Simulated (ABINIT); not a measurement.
Crystal: Ca.

```
Ca
1.0
     0.00000    2.79420    2.79420
     2.79420    0.00000    2.79420
     2.79420    2.79420    0.00000
Ca
1
Direct
  0.00000 0.00000 0.00000
```

```yaml
Program: ABINIT 10.8.3 (patched build)
Task: relaxation of cell and atoms
Functional: LDA
Potentials_or_basis: JTH PAW LDA v2.0
Cutoff: 517 eV
k_mesh: 6 × 6 × 6
Occupations: fermi-dirac, width 0.05 eV
Spin: no spin polarisation
```

At the start: pressure -2.2 GPa; volume 43.63 Å³/atom.

Task: How do energy, volume and symmetry change on relaxing?

Result: Over 5 steps the energy falls by 42.9 meV/atom and the volume is 37.92 Å³/atom (-13.1 %); space group Fm-3m (No. 225, to 0.05 Å).

The path:
```tsv
step	energy change (eV)	largest force (eV/Å)	pressure (GPa)	volume (Å³)
1	0.0000	0.0000	-2.17	43.63
2	-0.0038	0.0000	-2.08	43.34
3	-0.0428	0.0000	0.09	37.76
4	-0.0429	0.0000	-0.01	37.94
5	-0.0429	0.0000	0.00	37.92
```

Final structure:
```xyz
1
Lattice="0.0000 2.6666 2.6666 2.6666 0.0000 2.6666 2.6666 2.6666 0.0000" Properties=species:S:1:pos:R:3 pbc="T T T"
Ca    0.0000    0.0000    0.0000
```

Caveat: the volume moved by -13 % from the deposited cell, more than functionals usually miss.
